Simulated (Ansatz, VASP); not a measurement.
# One calculation of Sn, two programs

```
Sn
1.0
    -2.02919    2.02919    1.66076
     2.02919   -2.02919    1.66076
     2.02919    2.02919   -1.66076
Sn
1
Direct
  0.00000 0.00000 0.00000
```

Alike in both runs: task single point; functional LDA; k mesh 10 × 10 × 10; occupations fermi-dirac, width 0.05 eV; no spin polarisation.

|  | VASP | Ansatz |
| --- | --- | --- |
| version | VASP 6.6.1 | Ansatz 0.2.0 |
| potentials or method | VASP PAW LDA potentials, release 64 (Sn_d), cutoff 520 eV | all-electron LAPW, scalar-relativistic |

Ansatz gave:

- gap on the k mesh at the Fermi level (eV): none
- pressure (GPa): -3.2
- largest component of the traceless stress (GPa): 0.41

Question: What did VASP give for the same quantities?

Answer: gap on the k mesh at the Fermi level (eV): none; pressure (GPa): -3.2; largest component of the traceless stress (GPa): 0.43.

A gap of «none» marks a metal or a gap that the smearing closes. Ansatz ran all-electron here, so the differences hold the error of VASP's frozen core and of both bases.
